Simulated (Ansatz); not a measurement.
# Ni (Fm-3m) in Ansatz: a series of runs

Aim: see how the results for Ni move with the level of theory and the settings. Levels: LDA, RPBE. Tasks: band structure.

Program: Ansatz 0.2.0. These are calculated values, not measurements. Logs are shortened: lines on timing, memory, paths and dates and some standing lists are left out, and cuts for length are marked.

**1. Starting point**

It takes space group Fm-3m (No. 225, cubic). Conventional cell: a = 3.475 Å, b = 3.475 Å, c = 3.475 Å, α = 90.00°, β = 90.00°, γ = 90.00°. Ni (site symmetry m-3m) has 12 Ni at 2.46 Å as nearest neighbours.

**2. Band structure, LDA, collinear spin, ferromagnetic start**

The input, input.yaml:

```yaml
crystal:
  lattice:
    - [0.0, 1.737572933, 1.737572933]
    - [1.737572933, 0.0, 1.737572933]
    - [1.737572933, 1.737572933, 0.0]
  atoms:
    - { symbol: Ni, position: [0.0, 0.0, 0.0], spin: 1.0 }
hamiltonian:
  xc: lda
  pseudopotentials: { kind: paw }
magnetization:
  spin_polarized: true
kpoints:
  mp_grid: { grid: [13, 13, 13] }
  band_path:
    path:
      - [[0.0, 0.0, 0.0], [0.5, 0.0, 0.5], [0.5, 0.25, 0.75], [0.375, 0.375, 0.75], [0.0, 0.0, 0.0], [0.5, 0.5, 0.5], [0.625, 0.25, 0.625], [0.5, 0.25, 0.75], [0.5, 0.5, 0.5], [0.375, 0.375, 0.75]]
      - [[0.625, 0.25, 0.625], [0.5, 0.0, 0.5]]
    npoints: 14
scf:
  occupations: { method: fermi_dirac, width: 0.05 }
  n_extra_bands: 6
output:
  forces: true
  stress: true
  eigenvalues: true
  fatbands: false
  write_density: true
  write_potential: true
  elf: true
  volumetric_format: npy
```

Potentials or basis: Ansatz PAW.

Started as:

```bash
ansatz run input.yaml --threads 2 --pin off --max-ram 5632MiB --backend cpu --events-out ev --progress --plain --runs-dir out
```

Output:

```text
Warning: RAYON_NUM_THREADS=2 ignored (pool sized by the plan → 2); use --threads N
scf.n_extra_bands = 6 over 9 filled bands (N_el = 18.0): the run solves 15 bands
Engine: ansatz 0.2.0, aarch64-unknown-linux-gnu
Pseudopotentials: kind: paw
Pseudopotential: Ni, paw, valence charge 18, recommended cutoff 420 eV (normal), Ni.paw.azcp
Functional definition: SPW92
  exchange = slater_x
  correlation = pw_c
Crystal: 1 atoms, lattice volume = 10.492 Å³
Basis set: ecut = 420 eV, 181 PW (Γ)
Bands: 15, of which v1, the nominal top of the filled ones, is band 9 counted from 1 (8 counted from 0)
Symmetry: 48 space group operations
Space group: Fm-3m (ITA 225), of the structure as read, at distance tolerance 2.2e-5 Å
Magnetic group: BNS 225.116 (UNI 1618), of the structure as read, at distance tolerance 2.2e-5 Å
k-points: 84 of 2197
Non-local potential: Ni, projectors of the file, l = 0: 3, l = 1: 2, l = 2: 3, l = 3: 1
PAW form: soft (Blöchl's): semilocal exchange-correlation on the pseudo side does not see the compensation charge
PAW frozen core: Ni, regenerated for the run's functional, and the local potential with it (the file was generated under x = pbe(κ = 0.804, μ = 0.2195149727645171), c = pbe(β = 0.06672455060314922))
PAW one-centre angular grid: Ni, 590 points (default); XC on 64 Gauss nodes
Initial density: superposition of atomic densities (chi_scale 0.1, normalization cell)
Starting moments: Σ|m| = 1 μB on 1 of 1 site
Initial wavefunctions: pseudopotential atomic-orbital guess
Functional: x = slater, c = lda
SCF iter   1: F=—  HF=-5772.729696 eV  |F-HF|=—  |Δ(HF+E_count)|=         —  Δρ=7.50e-2 (↑7.50e-2 ↓6.95e-2)  dr2=1.22e0  dr2_m=1.33e-2  M=0.801 μB ∫|m|=0.849 μB  β_m=0.30  ethr=3.10e-3  ⟨swp⟩=5.7  Hψ=13059  notcnv=0
Mixer restart at iter 1: flushing history
preconditioner: auto → none  [metal: Δε(μ)=0.016 eV  Ē_g=18.762 eV  σ=0.050 eV  W_gap=0.08  n_scr=0 (ndim 8)  ℏωp=36.3 eV  f_vac=0.000  D(μ)=1.86/eV (n_scr^D=26)]
SCF iter   2: F=—  HF=-5772.409328 eV  |F-HF|=—  |Δ(HF+E_count)|=   3.20e-1  Δρ=7.21e-2 (↑2.92e-2 ↓7.21e-2)  dr2=4.86e-1  dr2_m=6.57e-2  M=0.669 μB ∫|m|=0.717 μB  β_m=0.24  ethr=3.10e-3  ⟨swp⟩=2.9  Hψ=5875  notcnv=0  defer=199
SCF iter   3: F=—  HF=-5772.579549 eV  |F-HF|=—  |Δ(HF+E_count)|=   1.70e-1  Δρ=3.37e-2 (↑1.31e-2 ↓3.37e-2)  dr2=3.11e-2  dr2_m=4.45e-2  M=0.676 μB ∫|m|=0.727 μB  β_m=0.28  ethr=2.70e-3  ⟨swp⟩=2.4  Hψ=4127  notcnv=0  defer=199
SCF iter   4: F=—  HF=-5772.957563 eV  |F-HF|=—  |Δ(HF+E_count)|=   3.78e-1  Δρ=2.32e-2 (↑7.49e-3 ↓2.32e-2)  dr2=2.18e-2  dr2_m=1.73e-2  M=0.660 μB ∫|m|=0.714 μB  β_m=0.62  ethr=1.73e-4  ⟨swp⟩=2.4  Hψ=4445  notcnv=0  defer=203
SCF iter   5: F=—  HF=-5773.344365 eV  |F-HF|=—  |Δ(HF+E_count)|=   3.87e-1  Δρ=1.24e-2 (↑6.21e-3 ↓1.24e-2)  dr2=2.04e-2  dr2_m=1.15e-3  M=0.628 μB ∫|m|=0.686 μB  β_m=0.81  ethr=1.21e-4  ⟨swp⟩=2.7  Hψ=5106  notcnv=0  defer=203
SCF iter   6: F=—  HF=-5773.372417 eV  |F-HF|=—  |Δ(HF+E_count)|=   2.81e-2  Δρ=4.61e-3 (↑8.14e-4 ↓4.61e-3)  dr2=1.13e-3  dr2_m=6.07e-4  M=0.622 μB ∫|m|=0.681 μB  β_m=0.57  ethr=1.13e-4  ⟨swp⟩=2.1  Hψ=4117  notcnv=0  defer=203
SCF iter   7: F=—  HF=-5773.372220 eV  |F-HF|=—  |Δ(HF+E_count)|=   1.97e-4  Δρ=1.70e-3 (↑7.92e-4 ↓1.70e-3)  dr2=6.02e-5  dr2_m=1.47e-4  M=0.623 μB ∫|m|=0.681 μB  β_m=0.35  ethr=6.29e-6  ⟨swp⟩=1.0  Hψ=3034  notcnv=0  defer=201
SCF iter   8: F=—  HF=-5773.372146 eV  |F-HF|=—  |Δ(HF+E_count)|=   7.44e-5  Δρ=1.76e-4 (↑1.44e-4 ↓1.76e-4)  dr2=7.04e-6  dr2_m=7.75e-8  M=0.623 μB ∫|m|=0.682 μB  β_m=0.67  ethr=3.35e-7  ⟨swp⟩=1.0  Hψ=2520  notcnv=0  defer=201
SCF iter   9: F=—  HF=-5773.372205 eV  |F-HF|=—  |Δ(HF+E_count)|=   5.92e-5  Δρ=2.63e-4 (↑1.38e-4 ↓2.63e-4)  dr2=1.01e-5  dr2_m=4.00e-7  M=0.623 μB ∫|m|=0.681 μB  β_m=0.84  ethr=3.91e-8  ⟨swp⟩=2.1  Hψ=3151  notcnv=0  defer=201
SCF iter  10: F=—  HF=-5773.372218 eV  |F-HF|=—  |Δ(HF+E_count)|=   1.27e-5  Δρ=2.76e-5 (↑2.30e-5 ↓2.76e-5)  dr2=1.62e-7  dr2_m=7.93e-10  M=0.622 μB ∫|m|=0.681 μB  β_m=0.91  ethr=3.91e-8  ⟨swp⟩=2.2  Hψ=3478  notcnv=0  defer=201
SCF iter  11: F=—  HF=-5773.372218 eV  |F-HF|=—  |Δ(HF+E_count)|=   5.28e-8  Δρ=7.91e-7 (↑2.56e-7 ↓7.91e-7)  dr2=2.15e-11  dr2_m=2.43e-11  M=0.622 μB ∫|m|=0.681 μB  β_m=0.96  ethr=8.99e-10  ⟨swp⟩=2.5  Hψ=3532  notcnv=0  defer=201
SCF iter  12: F=-5773.372218 eV  HF=-5773.372218 eV  |F-HF|=1.93e-10  |Δ(HF+E_count)|=  3.73e-11  Δρ=1.13e-6 (↑8.51e-7 ↓1.13e-6)  dr2=2.36e-10  dr2_m=2.36e-12  M=0.622 μB ∫|m|=0.681 μB  ethr=1.00e-12  ⟨swp⟩=7.0  Hψ=12937  notcnv=0
SCF 1 converged in 12 iterations: F = -5773.372218 eV  dr2 = 2.36e-10
NSCF: frozen V_eff on 142 k-points
SCF converged after 12 iterations
Magnetization: 0.6224 μB (9.3112 up, 8.6888 down)
Absolute magnetization: 0.6818 μB (∫|ρ↑−ρ↓|, with the PAW one-centre terms)
Spin contamination: 0.0041 ħ² per cell (⟨S²⟩ above its minimum at these occupations)
Per-site moments (μB) at R_I (Å): [(0.6486111810178179, 1.0136359230776613)]
Free energy (F): -5773.372218 eV
Harris-Foulkes:  -5773.372218 eV  (|F-HF|=1.93e-10)
Internal energy: -5773.359020 eV  (E = F + TS)
E sigma→0 (E₀):  -5773.365619 eV
Entropy (-TS):   -0.013198 eV (-13.198 meV/atom)
Fermi energy:    18.553122 eV
--- Per-component energies (eV) ---
  E_band       = -274.575371
  E_kinetic    = 283.505200
  E_local      = -3378.728637  (includes V_loc(G=0)·N_el)
  E_nonlocal   = 638.036615
  E_hartree    = 1408.428297
  E_xc         = -84.935156
  E_vxc        = -109.956646  (∫ρ·V_xc dr)
  E_paw        = -1562.444096  (= ΣΔE_a)
  E_vpaw       = -524.290128  (= ΣTr[D̂ρ^β])
  E_aug_tail   = 0.000464  (compensation charges beyond the density's cutoff)
  E_ewald      = -3077.655828
  E_core_change = 0.434120  (= ΣΔE_core)
  E_smearing   = -0.013198  (= −TS)
  E_closure    = -0.000000  (closes the sum)
  Σ components = -5773.372218   (vs F -5773.372218, Δ=0.00e0)
--- Forces (eV/Å), atoms counted from 1 ---
  atom   1  Ni    -0.00000000     0.00000000    -0.00000000
  max |Σ_I F_I| component: 6.98e-32 eV/Å
--- Stress (GPa, compression-positive) ---
      -10.214031       0.000000      -0.000000
       -0.000000     -10.214031       0.000000
        0.000000      -0.000000     -10.214031
  P = ⅓ Tr σ = -10.2140 GPa (-102.140 kbar)
--- Band table (eV; the first three rows and the last of 168) ---
  k-point 0 ↑: bands = ["-84.3039", "-44.9652", "-44.9652", "-44.9652", "9.1797", "16.0510", "16.0510", "16.0510", "17.2773", "17.2773", "42.4121", "46.5401", "46.5401", "46.5401", "49.1509"]
  k-point 1 ↑: bands = ["-84.3015", "-44.9801", "-44.9673", "-44.9673", "9.4173", "15.9873", "16.1053", "16.1053", "17.2547", "17.2547", "41.5743", "44.2750", "45.9941", "45.9941", "49.9444"]
  k-point 2 ↑: bands = ["-84.2949", "-45.0212", "-44.9732", "-44.9732", "10.1082", "15.8324", "16.2261", "16.2261", "17.2278", "17.2278", "38.1839", "43.3315", "45.1524", "45.1524", "50.6000"]
  k-point 83 ↓: bands = ["-83.4634", "-44.3887", "-44.3668", "-44.3000", "15.0106", "15.7272", "16.0479", "17.8107", "18.8847", "25.3401", "27.3713", "29.5499", "30.4835", "48.2717", "49.5822"]
```

bands.tsv:

```text
# k_distance	band_0_up	band_1_up	band_2_up	band_3_up	band_4_up	band_5_up	band_6_up	band_7_up	band_8_up	band_9_up	band_10_up	band_11_up	band_12_up	band_13_up	band_14_up	band_0_dn	band_1_dn	band_2_dn	band_3_dn	band_4_dn	band_5_dn	band_6_dn	band_7_dn	band_8_dn	band_9_dn	band_10_dn	band_11_dn	band_12_dn	band_13_dn	band_14_dn
[... 161 lines left out ...]
11.606133	-102.802066	-63.761075	-63.614219	-63.614219	-4.911516	-4.397830	-0.510364	-0.380649	-0.380649	2.366219	9.496640	15.012896	15.012896	20.030050	23.803325	-102.016125	-63.006485	-62.854826	-62.854826	-4.532003	-3.849379	0.130205	0.378149	0.378149	2.415835	9.799558	15.084810	15.084810	20.300988	23.956802
```

rho_z.tsv:

```text
# z_ang	rho[e/angstrom^3]	rho_spin[e/angstrom^3]
# format = ansatz-planar-average/11
# lattice	0.000000000	1.737572933	1.737572933
# lattice	1.737572933	0.000000000	1.737572933
# lattice	1.737572933	1.737572933	0.000000000
# sites	1
# site	28	0.000000000	0.000000000	0.000000000
0.000000	4.671259e0	1.964503e-1
0.136517	4.249813e0	1.741572e-1
0.273033	3.238272e0	1.238799e-1
0.409550	2.143075e0	7.472973e-2
0.546066	1.308187e0	4.043136e-2
0.682583	7.943209e-1	1.962453e-2
[... 10 lines left out ...]
2.184266	3.238272e0	1.238799e-1
2.320783	4.249813e0	1.741572e-1
```

Wall time 2.8 s (2 threads of Arm Neoverse V1, shared host); peak memory 0.28 GiB.

What came out:

```
Free energy            : -5773.3722 eV
Pressure               : -10.2 GPa
Band gap on the k mesh : none (metal or under the smearing width)
Net moment             : 0.62 μB per cell
Absolute moment        : 0.68 μB per cell
Site moments           : Ni +0.65 μB
```

Levels at the corners of the path, in eV from the Fermi level:
Spin up:
```csv
point,band 5,band 6,band 7,band 8,band 9,band 10,band 11,band 12,band 13,band 14
Γ,-9.37,-2.50,-2.50,-2.50,-1.28,-1.28,23.86,27.99,27.99,27.99
X,-4.91,-4.40,-0.51,-0.38,-0.38,2.37,9.50,15.01,15.01,20.03
W,-3.97,-3.20,-3.20,-1.35,-0.38,7.88,7.88,10.22,11.32,30.69
K,-4.18,-3.90,-2.18,-1.11,-0.66,5.83,7.44,10.19,17.41,21.86
Γ,-9.37,-2.50,-2.50,-2.50,-1.28,-1.28,23.86,27.99,27.99,27.99
L,-5.09,-2.51,-2.51,-0.54,-0.54,-0.43,5.88,22.40,25.09,25.09
U,-4.18,-3.90,-2.18,-1.11,-0.66,5.83,7.44,10.19,17.41,21.86
W,-3.97,-3.20,-3.20,-1.35,-0.38,7.88,7.88,10.22,11.32,30.69
L,-5.09,-2.51,-2.51,-0.54,-0.54,-0.43,5.88,22.40,25.09,25.09
K,-4.18,-3.90,-2.18,-1.11,-0.66,5.83,7.44,10.19,17.41,21.86
U,-4.18,-3.90,-2.18,-1.11,-0.66,5.83,7.44,10.19,17.41,21.86
X,-4.91,-4.40,-0.51,-0.38,-0.38,2.37,9.50,15.01,15.01,20.03
```
Spin down:
```tsv
point	band 5	band 6	band 7	band 8	band 9	band 10	band 11	band 12	band 13
Γ	-9.33	-1.84	-1.84	-1.84	-0.66	-0.66	23.84	28.03	28.03
X	-4.53	-3.85	0.13	0.38	0.38	2.42	9.80	15.08	15.08
W	-3.55	-2.65	-2.65	-0.76	0.38	8.11	8.11	10.46	11.49
K	-3.74	-3.40	-1.62	-0.50	0.09	6.08	7.67	10.44	17.52
Γ	-9.33	-1.84	-1.84	-1.84	-0.66	-0.66	23.84	28.03	28.03
L	-4.68	-1.91	-1.91	-0.40	0.16	0.16	6.29	22.37	25.21
U	-3.74	-3.40	-1.62	-0.50	0.09	6.08	7.67	10.44	17.52
W	-3.55	-2.65	-2.65	-0.76	0.38	8.11	8.11	10.46	11.49
L	-4.68	-1.91	-1.91	-0.40	0.16	0.16	6.29	22.37	25.21
K	-3.74	-3.40	-1.62	-0.50	0.09	6.08	7.67	10.44	17.52
U	-3.74	-3.40	-1.62	-0.50	0.09	6.08	7.67	10.44	17.52
X	-4.53	-3.85	0.13	0.38	0.38	2.42	9.80	15.08	15.08
```

Caveat: the PAW data sets come from PBE, with cores solved anew for the run's functional, which leaves a small shift of forces and pressure.

(Part 1 of 2 ends here.)
